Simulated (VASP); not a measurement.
# AgCl (Chlorargyrite): band structure with LDA

**Experimental background.**

From a printed reference work, data compilation, for a bulk crystal of AgCl: band gap 3.249 eV (indirect).

AgCl (Chlorargyrite):

```
Ag Cl
1.0
     0.00000    2.72249    2.72249
     2.72249    0.00000    2.72249
     2.72249    2.72249    0.00000
Ag Cl
1 1
Direct
  0.00000 0.00000 0.00000
  0.50000 0.50000 0.50000
```

```yaml
Program: VASP 6.6.1
Task: band structure
Functional: LDA
Potentials_or_basis: VASP PAW LDA potentials, release 64 (Ag, Cl)
Cutoff: 520 eV
k_mesh: 8 × 8 × 8
Occupations: gaussian, width 0.03 eV
Spin: no spin polarisation
Further_INCAR_settings: ALGO = Fast; EDIFF = 1e-06; NBANDS = 16
```

* Pressure: -3.1 GPa
* Band gap on the k mesh: 0.64 eV, indirect (least direct gap 3.16 eV)
* Band gap along the path: 0.64 eV, indirect (least direct gap 2.97 eV)

Levels at the corners of the path, in eV from the valence-band top:
| point | band 6 | band 7 | band 8 | band 9 | band 10 | band 11 | band 12 | band 13 |
| --- | --- | --- | --- | --- | --- | --- | --- | --- |
| Γ | -2.72 | -2.54 | -2.54 | -2.54 | 0.64 | 10.73 | 10.73 | 10.73 |
| X | -2.50 | -2.19 | -2.19 | -2.06 | 2.03 | 7.78 | 8.57 | 11.51 |
| X | -2.50 | -2.19 | -2.19 | -2.06 | 2.03 | 7.78 | 8.57 | 11.51 |
| W | -2.23 | -2.19 | -2.17 | -1.39 | 4.09 | 7.70 | 7.70 | 7.80 |
| W | -2.23 | -2.19 | -2.17 | -1.39 | 4.09 | 7.70 | 7.70 | 7.80 |
| K | -2.26 | -2.06 | -1.85 | -1.19 | 3.37 | 7.05 | 7.98 | 9.72 |
| K | -2.26 | -2.06 | -1.85 | -1.19 | 3.37 | 7.05 | 7.98 | 9.72 |
| Γ | -2.72 | -2.54 | -2.54 | -2.54 | 0.64 | 10.73 | 10.73 | 10.73 |
| Γ | -2.72 | -2.54 | -2.54 | -2.54 | 0.64 | 10.73 | 10.73 | 10.73 |
| L | -2.33 | -1.98 | 0.00 | 0.00 | 3.82 | 6.65 | 7.35 | 7.35 |
| L | -2.33 | -1.98 | 0.00 | 0.00 | 3.82 | 6.65 | 7.35 | 7.35 |
| U | -2.26 | -2.06 | -1.85 | -1.19 | 3.37 | 7.05 | 7.98 | 9.72 |
| U | -2.26 | -2.06 | -1.85 | -1.19 | 3.37 | 7.05 | 7.98 | 9.72 |
| W | -2.23 | -2.19 | -2.17 | -1.39 | 4.09 | 7.70 | 7.70 | 7.80 |
| W | -2.23 | -2.19 | -2.17 | -1.39 | 4.09 | 7.70 | 7.70 | 7.80 |
| L | -2.33 | -1.98 | 0.00 | 0.00 | 3.82 | 6.65 | 7.35 | 7.35 |
| L | -2.33 | -1.98 | 0.00 | 0.00 | 3.82 | 6.65 | 7.35 | 7.35 |
| K | -2.26 | -2.06 | -1.85 | -1.19 | 3.37 | 7.05 | 7.98 | 9.72 |
| U | -2.26 | -2.06 | -1.85 | -1.19 | 3.37 | 7.05 | 7.98 | 9.72 |
| X | -2.50 | -2.19 | -2.19 | -2.06 | 2.03 | 7.78 | 8.57 | 11.51 |

Wall time 77 s on 1 thread of AMD EPYC 9R45 (Zen 5), on a shared host, peak memory 0.13 GiB.

A measured gap of AgCl is 3.249 eV (indirect; a printed reference work, data compilation); the calculated 0.64 eV misses it by -2.61 eV. So large a miss can be the level of theory's own, or it may mean another phase, state or a wrong row. Spin-orbit coupling on Ag is left out. The value is that of LDA, without temperature or zero-point motion. Semilocal functionals fall short of measured gaps as a rule.
